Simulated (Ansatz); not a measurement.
BN, DFT, PBEsol, all-electron PAW with datasets made for the crystal, scalar-relativistic (Ansatz 0.2.0), run on 1 thread of Arm Neoverse V2 on a shared host.

The cell is COD entry 9008997, as deposited and not checked against the literature; nothing was relaxed.

Command: `ansatz run input.yaml --threads 1 --pin off --max-ram 6144MiB --backend cpu --events-out ev --progress --plain --runs-dir out`

```yaml
crystal:
  lattice:
    - [2.5039917043, 0.0, 0.0]
    - [-1.2519958522, 2.1685204268, 0.0]
    - [0.0, 0.0, 6.6612]
  atoms:
    - { symbol: B, position: [0.3333333333, 0.6666666667, 0.25] }
    - { symbol: B, position: [0.6666666667, 0.3333333333, 0.75] }
    - { symbol: "N", position: [0.3333333333, 0.6666666667, 0.75] }
    - { symbol: "N", position: [0.6666666667, 0.3333333333, 0.25] }
kpoints:
  mp_grid: { grid: [11, 11, 4] }
  band_path:
    path:
      - [0.0, 0.0, 0.0]
      - [0.5, 0.0, 0.0]
      - [0.3333333333, 0.3333333333, 0.0]
      - [0.0, 0.0, 0.0]
      - [0.0, 0.0, 0.5]
      - [0.5, 0.0, 0.5]
      - [0.3333333333, 0.3333333333, 0.5]
      - [0.0, 0.0, 0.5]
      - [0.5, 0.0, 0.5]
    npoints: 8
scf:
  occupations: { method: fermi_dirac, width: 0.02 }
hamiltonian:
  xc: pbesol
  pseudopotentials: { kind: all_electron, datasets: crystal }
output:
  forces: true
  stress: true
  eigenvalues: true
  efg: { contact_densities: true }
```

Q: How large is the problem that the program sets up?

A: 48 irreducible k-points, 1119 plane waves at Γ, 12 bands.

Q: About how long does it take, and how much memory does it use?

A: 14 s of wall time for 8 SCF iterations, with a peak of 0.49 GiB. Times on shared machines scatter by tens of per cent.

Q: And the same cell and mesh by all-electron LAPW, asked for forces, stress, eigenvalues, populations, dos and the same band path, on the same hardware?

A: 28 s, peak memory 0.38 GiB.

Q: And the same cell and mesh by PAW with the default files, asked for forces, stress, eigenvalues, efg, populations, bader, dos, write_density, write_potential, elf and the same band path, on the same hardware?

A: 37 s, peak memory 0.32 GiB.
